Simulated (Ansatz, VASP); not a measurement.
## Two plane-wave programs on MgO

```xyz
2
Lattice="0.0000 2.2820 2.2820 2.2820 0.0000 2.2820 2.2820 2.2820 0.0000" Properties=species:S:1:pos:R:3 pbc="T T T"
Mg    0.0000    0.0000    0.0000
O     1.1410    1.1410    1.1410
```

Alike in both runs: task single point; functional r2SCAN; k mesh 6 × 6 × 6; no spin polarisation.

|  | VASP | Ansatz |
| --- | --- | --- |
| version | VASP 6.6.1 | Ansatz 0.2.0 |
| potentials or method | VASP PAW PBE potentials, release 64 (Mg, O) | plane waves |
| plane-wave cutoff (eV) | 520 | 500 |
| occupations | gaussian, width 0.01 eV | fixed |
| valence electrons in the cell | 8 | 16 |

|  | VASP | Ansatz | Ansatz less VASP |
| --- | --- | --- | --- |
| gap on the k mesh at the Fermi level (eV) | 4.32 | 4.33 | +0.012 |
| pressure (GPa) | -0.6 | 0.0 | +0.58 |

The two sets of potentials don't hold the same shells in valence.

Caveats: the PAW data sets were made with another functional, which shifts forces and pressure a little (VASP). r2SCAN opens gaps a little over a GGA but as a rule still falls short of measured ones.
